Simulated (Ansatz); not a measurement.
Wanted: the native input for an Ansatz 0.2.0 run.

* Task: density of states
* Functional: PBE
* Potentials or basis: all-electron PAW datasets made for the crystal
* Cutoff: 140 eV (chosen from the basis error)
* k mesh: 9 × 6 × 6
* Occupations: fermi-dirac, width 0.05 eV
* Spin: no spin polarisation

The system is Sb.

```
Sb
1.0
     3.12240    0.00000    0.00000
     0.00000    4.34752    0.00000
    -0.03891    0.00000    4.40585
Sb
2
Direct
  0.01139 0.25000 0.24117
  0.98861 0.75000 0.75883
```

This isn't the form of Sb at room conditions, which is rhombohedral.

One way to write it, as run:

input.yaml

```yaml
crystal:
  lattice:
    - [3.122402, 0.0, 0.0]
    - [0.0, 4.347518, 0.0]
    - [-0.038915, 0.0, 4.405852]
  atoms:
    - { symbol: Sb, position: [0.011389, 0.25, 0.241166] }
    - { symbol: Sb, position: [0.988611, 0.75, 0.758834] }
kpoints:
  mp_grid: { grid: [9, 6, 6] }
scf:
  occupations: { method: fermi_dirac, width: 0.05 }
hamiltonian:
  xc: pbe
  pseudopotentials: { kind: all_electron, datasets: crystal }
output:
  forces: true
  stress: true
  eigenvalues: true
  dos: { projected: false, de: 0.1, e_range: [-20, 6] }
  elf: true
  volumetric_format: npy
```

Potentials or basis: all-electron PAW datasets made for the crystal.

Command:

```bash
$ ansatz run input.yaml --threads 1 --pin off --max-ram 3072MiB --backend cpu --events-out ev --progress --plain --runs-dir out
```

It gave:

- Pressure: 0.4 GPa
- Largest force: 0.055 eV/Å
- Band gap on the k mesh: none (metal or under the smearing width)

Caveat: the program warned that the printed levels may be off, so bands, gaps and densities of states are rough; the density of states is complete only up to the lowest level of the last band computed.

Run time: 30 s on 1 thread of Intel(R) Xeon(R) Processor @ 2.50GHz (Skylake/Cascade Lake), with other jobs on the host, peak memory 0.41 GiB.
